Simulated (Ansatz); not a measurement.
# Se: stress in a strained cell

Se is deformed so: equal xy, yz and zx engineering shear strains of +3 %. What stress and forces result, by LAPW, PAW and all-electron datasets made for the crystal?

Program: Ansatz 0.2.0. Level of theory: DFT PBE, scalar-relativistic. These are calculated values, not measurements.

## (1) The structure to begin with

The structure is trigonal, space group P3_121 (No. 152). Conventional cell: a = 4.366 Å, b = 4.366 Å, c = 4.954 Å, α = 90.00°, β = 90.00°, γ = 120.00°. Se (site symmetry 2) has 2 Se at 2.37 Å as nearest neighbours.

Structure file:

```
Se
1.0
     4.36620    0.00000    0.00000
    -2.18310    3.78124    0.00000
     0.00000    0.00000    4.95360
Se
3
Direct
  0.22540 0.00000 0.33333
  0.00000 0.22540 0.66667
  0.77460 0.77460 0.00000
```

Atoms are numbered in the order of the input: Se1, Se2, Se3.

## (2) After the deformation

Space group P3_121 before, P1 after.

## (3) Full-potential LAPW

Contents of input.yaml:

```yaml
crystal:
  lattice:
    - [4.3661999489, 0.0654929992, 0.0654929992]
    - [-2.1263813734, 3.7484935742, 0.0239721015]
    - [0.074304, 0.074304, 4.9536]
  atoms:
    - { symbol: Se, position: [0.2254, 0.0, 0.3333333333] }
    - { symbol: Se, position: [0.0, 0.2254, 0.6666666667] }
    - { symbol: Se, position: [0.7746, 0.7746, 0.0] }
kpoints:
  mp_grid: { grid: [6, 6, 5] }
  band_path:
    path:
      - [0.0, 0.0, 0.0]
      - [0.0, -0.5, 0.0]
      - [0.0, 0.0, 0.5]
      - [0.0, 0.0, 0.0]
      - [-0.5, 0.0, 0.0]
      - [-0.5, 0.5, -0.5]
      - [0.0, 0.0, 0.0]
      - [-0.5, 0.0, -0.5]
      - [-0.5, 0.5, 0.0]
    npoints: 5
scf:
  occupations: { method: fermi_dirac, width: 0.03 }
hamiltonian:
  xc: pbe
  pseudopotentials: { kind: all_electron, lapw: { basis_error: 0.001 } }
output:
  forces: true
  stress: true
  eigenvalues: true
```

Command:

```console
> ansatz run input.yaml --threads 1 --pin off --max-ram 4096MiB --backend cpu --events-out ev --progress --plain --runs-dir out
```

## (4) Frozen-core PAW

Contents of input.yaml:

```yaml
crystal:
  lattice:
    - [4.3661999489, 0.0654929992, 0.0654929992]
    - [-2.1263813734, 3.7484935742, 0.0239721015]
    - [0.074304, 0.074304, 4.9536]
  atoms:
    - { symbol: Se, position: [0.2254, 0.0, 0.3333333333] }
    - { symbol: Se, position: [0.0, 0.2254, 0.6666666667] }
    - { symbol: Se, position: [0.7746, 0.7746, 0.0] }
kpoints:
  mp_grid: { grid: [6, 6, 5] }
scf:
  occupations: { method: fermi_dirac, width: 0.03 }
hamiltonian:
  xc: pbe
  pseudopotentials: { kind: paw }
output:
  forces: true
  stress: true
  eigenvalues: true
  efg: { contact_densities: true }
  write_density: true
  write_potential: true
  elf: true
  volumetric_format: npy
```

## (5) All-electron PAW on datasets made for the crystal

input.yaml, as its differences from that of step 4:

```diff
@@ -15,3 +15,3 @@
   xc: pbe
-  pseudopotentials: { kind: paw }
+  pseudopotentials: { kind: all_electron, datasets: crystal }
 output:
@@ -21,5 +21 @@
   efg: { contact_densities: true }
-  write_density: true
-  write_potential: true
-  elf: true
-  volumetric_format: npy
```

(Steps that only read results are left out.)

Q: Predict the outcome of this session. Wanted: pressure; largest shear or deviatoric stress.

The runs gave:

```
                                 quantity                                           value
                                 pressure  LAPW 3.05, PAW 3.05, crystal datasets 3.04 GPa
largest shear or deviatoric stress (LAPW)                                        2.01 GPa
```

The largest part of the stress beyond the pressure is 2.01 GPa in size, in the xz component; the atoms are carried along and not relaxed. No run of the undeformed cell stands beside it, so the pressure holds what the given cell had before the change. PAW: stress within 0.02 GPa of LAPW, forces within 6 meV/Å. Crystal datasets: stress within 0.01 GPa of LAPW, forces within 1 meV/Å.
